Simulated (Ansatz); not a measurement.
## C: optical spectrum with PBE+D3(BJ)

C:

```xyz
2
Lattice="0.0000 1.7834 1.7834 1.7834 0.0000 1.7834 1.7834 1.7834 0.0000" Properties=species:S:1:pos:R:3 pbc="T T T"
C     2.6751    2.6751    2.6751
C     1.7834    1.7834    1.7834
```

This isn't the form of C at room conditions, which is graphite.

* Program: Ansatz 0.2.0
* Task: optical spectrum
* Functional: PBE
* Dispersion: D3(BJ)
* Potentials or basis: all-electron LAPW, scalar-relativistic
* Cutoff: 489 eV (chosen from the basis error)
* Basis error allowed: 0.0005 eV/atom
* k mesh: 10 × 10 × 10
* Occupations: fermi-dirac, width 0.01 eV
* Spin: non-collinear spin, ferromagnetic start
* Starting moments: [[0.354, 0.354, 0.0], [0.354, 0.354, 0.0]] μB
* Optics k mesh: 10 × 10 × 10
* Broadening: 0.1 eV

```json
{
 "Band gap on the k mesh": "4.18 eV, indirect (least direct gap 5.60 eV)",
 "Net moment": "0.00 μB per cell",
 "Absolute moment": "0.00 μB per cell"
}
```

Levels at points of the mesh, in eV from the valence-band top:
| k point | band 10 | band 11 | band 12 | band 13 | band 14 | band 15 |
| --- | --- | --- | --- | --- | --- | --- |
| (0.00, 0.00, 0.00) | 0.00 | 0.00 | 0.00 | 5.60 | 5.60 | 5.60 |
| (0.00, 0.00, -0.50) | -2.80 | -2.80 | -2.80 | 8.47 | 8.47 | 8.47 |
| (0.00, -0.50, -0.50) | -6.30 | -6.30 | -6.30 | 4.77 | 4.77 | 4.77 |

Dielectric function (mean over the directions given):
```csv
energy (eV),real part,imaginary part
0.30,5.97,0.00
1.30,6.04,0.00
2.30,6.22,0.00
3.40,6.59,0.00
4.40,7.19,0.00
5.40,9.14,0.06
6.50,16.25,5.28
7.50,9.60,0.00
8.50,12.43,2.68
9.60,19.12,4.17
10.60,10.24,11.94
11.70,-4.76,6.46
12.70,9.54,15.05
13.70,-8.98,4.14
14.80,-3.00,4.25
15.80,-1.59,1.53
16.80,-0.31,1.58
17.90,-3.62,0.76
18.90,-1.67,0.42
20.00,-0.49,1.79
```

Moments on the atoms (μB; x, y, z):
```
C   0.00 0.00 0.00
C   0.00 0.00 0.00
```

Run time: 42 s on 1 thread of Intel(R) Xeon(R) Platinum 8375C CPU @ 2.90GHz (Ice Lake), with other jobs on the host, peak memory 0.4 GiB.

Caveat: local fields are left out; spectra need much finer meshes, so this one isn't converged; independent-particle spectra lack excitons; the starting moments weren't kept. As with any semilocal functional, this PBE gap is likely too small.
